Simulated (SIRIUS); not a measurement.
**ZnSe (Stilleite) under changes of volume**

One of the cells (22.757 Å³/atom); the others are scaled copies at fixed shape and fractional positions:

```
Se Zn
1.0
     0.00000    2.83380    2.83380
     2.83380    0.00000    2.83380
     2.83380    2.83380    0.00000
Se Zn
1 1
Direct
  0.75000 0.75000 0.75000
  0.00000 0.00000 0.00000
```

| Quantity | Value |
| --- | --- |
| Program | SIRIUS 7.12.0 |
| Functional | AM05 |
| Potentials or basis | all-electron FP-LAPW |
| Cutoff | 193 eV |
| Basis | apw+lo standard |
| k mesh | 8 × 8 × 8 |
| Occupations | fermi-dirac, width 0.05 eV |
| Spin | no spin polarisation |

| volume (Å³/atom) | energy over the lowest point (meV/atom) | gap on the mesh (eV) |
| --- | --- | --- |
| 21.391 | 11.39 | 1.52 |
| 21.846 | 3.63 | 1.43 |
| 22.301 | 0.00 | 1.35 |
| 22.757 | 0.35 | 1.27 |
| 23.212 | ? | ? |
| 23.667 | 10.12 | 1.12 |
| 24.122 | 19.31 | 1.05 |

Task: What does the run at 23.212 Å³/atom give?

Result: Energy over the lowest point 3.55 meV/atom; gap on the mesh 1.19 eV.

Worked out: A Birch-Murnaghan fit of order 3 (a polynomial in V^(-2/3)) to the other rows has its minimum at 22.50 Å³/atom with B0 = V·E''(V) = 62 GPa and B' = 4.7. It gives 3.74 meV/atom at 23.212 Å³/atom, against the run's 3.55. A straight line through the other rows of the gap, of slope -3.9 eV per unit of ln V (its deformation potential), gives 1.20 eV, against the run's 1.19.

Energies are extrapolated to zero smearing.

Spin-orbit coupling on Se is left out.
